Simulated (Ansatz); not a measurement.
# LiNbO3: the cost of one run

Method: DFT PBEsol, scalar-relativistic, plane waves, PAW, in Ansatz 0.2.0.

### Step 1. The system as given

Symmetry: R3c, No. 161, trigonal system. The conventional cell has a = 5.151 Å, b = 5.151 Å, c = 13.865 Å, α = 90.00°, β = 90.00°, γ = 120.00°. Li (site symmetry 3) is surrounded by 6 O at 2.07 to 2.24 Å. Around Nb (site symmetry 3) lie 6 O at 1.88 to 2.12 Å. O (site symmetry 1) is surrounded by 2 Nb at 1.88 to 2.12 Å and 2 Li at 2.07 to 2.24 Å.

Coordinates:

```xyz
10
Lattice="2.5756 1.4871 4.6218 -2.5756 1.4871 4.6218 0.0000 -2.9741 4.6218" Properties=species:S:1:pos:R:3 pbc="T T T"
Li    0.0000    0.0000    4.1887
Li    0.0000    0.0000   11.1214
Nb    0.0000    0.0000    0.2662
Nb    0.0000    0.0000    7.1989
O    -0.6367   -1.4448    5.7768
O     1.5696    0.1710    5.7768
O    -0.9329    1.2738    5.7768
O    -1.6427   -0.2132    8.0877
O     0.6367    1.5293    8.0877
O     1.0060   -1.3160    8.0877
```

The structure rests on an entry of the Crystallography Open Database; cell or positions may have been set otherwise for this series.

### Step 2. Relaxing cell and atoms: LiNbO3, no spin

Contents of input.yaml:

```yaml
crystal:
  lattice:
    - [2.5756485575, 1.487051388, 4.6218]
    - [-2.5756485575, 1.487051388, 4.6218]
    - [0.0, -2.974102776, 4.6218]
  atoms:
    - { symbol: Li, position: [0.3021, 0.3021, 0.3021] }
    - { symbol: Li, position: [0.8021, 0.8021, 0.8021] }
    - { symbol: Nb, position: [0.0192, 0.0192, 0.0192] }
    - { symbol: Nb, position: [0.5192, 0.5192, 0.5192] }
    - { symbol: O, position: [0.1311, 0.3783, 0.7405] }
    - { symbol: O, position: [0.7405, 0.1311, 0.3783] }
    - { symbol: O, position: [0.3783, 0.7405, 0.1311] }
    - { symbol: O, position: [0.2405, 0.8783, 0.6311] }
    - { symbol: O, position: [0.8783, 0.6311, 0.2405] }
    - { symbol: O, position: [0.6311, 0.2405, 0.8783] }
scf:
  occupations: { method: fixed }
output:
  forces: true
  stress: true
  eigenvalues: true
hamiltonian:
  xc: pbesol
  pseudopotentials: { kind: paw, azcp: { folder: soft_1 } }
kpoints:
  mp_grid: { grid: [4, 4, 4] }
relax:
  f_tol: 0.002
  cell: { stress_tol: 0.02 }
```

On the command line:

```
$ ansatz run input.yaml --threads 8 --pin off --max-ram 16384MiB --backend cpu --events-out ev --progress --plain --runs-dir out
```

**Question.** How long does this run take on 8 threads of Intel Xeon 6975P-C (Granite Rapids), shared host, and how much memory does it need?

About 9.5 s, with a peak of 0.56 GiB.
